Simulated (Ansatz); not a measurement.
AgCl: a run of Ansatz with trial settings.

```yaml
crystal:
  lattice:
    - [3.433973, 0.0, 0.0]
    - [0.0, 3.433973, 0.0]
    - [0.0, 0.0, 3.433973]
  atoms:
    - { symbol: Ag, position: [0.0, 0.0, 0.0] }
    - { symbol: Cl, position: [0.5, 0.5, 0.5] }
basis:
  ecutwfc: 420
kpoints:
  mp_grid: { grid: [6, 7, 3] }
hamiltonian:
  xc: pbe
  hubbard: { sites: [{ species: Ag, l: d, u: 7.7, j: 0.4 }] }
scf:
  occupations: { method: gaussian, width: 0.1 }
output:
  forces: true
  stress: true
  eigenvalues: true
```

Command:

```bash
ansatz run input.yaml --threads 1 --pin off --max-ram 1331MiB --backend cpu --events-out ev --progress --plain --runs-dir out
```

From the log (HF is the Harris–Foulkes energy, dr2 the density residual in eV):

```text
Warning: crystal.symmetry: narrowed to the stabiliser of the k-point mesh — unitary ops 48 → 8; excluded 40 operations that carry a point of the 6×7×3 mesh (shift [0, 0, 0]) off the mesh (the run samples exactly the mesh kpoints.mp_grid names, as under crystal.symmetry.detect: false, and its converged state has the mesh's symmetry, not the crystal's …
Ag: projections on atomic orbitals take those of the free atom [Ar 3d10] 4s2 4p6 4d10 5s1, of charge +0.00 (hamiltonian.pseudopotentials.projection_atoms); the dataset's partial waves leave at most 1.2e-5 of an orbital's norm unspanned inside its sphere
Cl: projections on atomic orbitals take those of the free atom [Ne] 3s2 3p5, of charge +0.00 (hamiltonian.pseudopotentials.projection_atoms); the dataset's partial waves leave at most 2.1e-7 of an orbital's norm unspanned inside its sphere
Pseudopotential: Ag, paw, valence charge 19, recommended cutoff 420 eV (normal)
Pseudopotential: Cl, paw, valence charge 7, recommended cutoff 420 eV (normal)
Crystal: 2 atoms, lattice volume = 40.494 Å³
Basis set: ecut = 420 eV, 751 PW (Γ), exchange–correlation on 48×48×48 points (8 copies of the dense FFT grid, shifted against one another)
Bands: 17, of which v1, the nominal top of the filled ones, is band 13 counted from 1 (12 counted from 0)
Symmetry: 8 space group operations
k-points: 32 of 126
Initial density: superposition of atomic densities
SCF iter   1: HF=-8671.104953 eV  Δρ=6.04e-2  dr2=1.82e0
SCF iter   2: HF=-8670.580029 eV  Δρ=2.87e-2  dr2=2.92e-1
SCF iter   3: HF=-8670.485582 eV  Δρ=6.89e-3  dr2=5.65e-3
SCF iter   4: HF=-8670.486629 eV  Δρ=1.13e-3  dr2=5.20e-4
SCF iter   5: HF=-8670.486472 eV  Δρ=2.94e-4  dr2=3.55e-5
SCF iter   6: HF=-8670.486444 eV  Δρ=3.68e-5  dr2=2.27e-7
SCF iter   7: F=-8670.486444 eV  HF=-8670.486444 eV  Δρ=1.98e-6  dr2=1.05e-9
SCF 1 converged in 7 iterations: F = -8670.486444 eV  dr2 = 1.05e-9
SCF converged after 7 iterations
Free energy (F): -8670.486444 eV
E sigma→0 (E₀):  -8670.486444 eV
Fermi energy:    8.437544 eV
--- DFT+U+J on-site energies (Liechtenstein; fll double counting; per corrected site; eV) ---
  site 0 (l=d): U=7.7000  J=0.4000  Tr N=9.9791  E_int=337.085320  E_dc=337.009135  E_U=0.076185
--- Forces (eV/Å), atoms counted from 1 ---
  atom   1  Ag     0.00000000     0.00000000     0.00000000
  atom   2  Cl     0.00000000     0.00000000     0.00000000
--- Stress (GPa, compression-positive) ---
        1.178027       0.000000       0.000000
        0.000000       1.157525       0.000000
        0.000000       0.000000       1.597449
  P = ⅓ Tr σ = 1.3110 GPa (13.110 kbar)
```

The inputs are trials, many of them unsound on purpose. Their numbers show the effect of the settings and aren't properties of the material. Under a U the state reached may not be the lowest.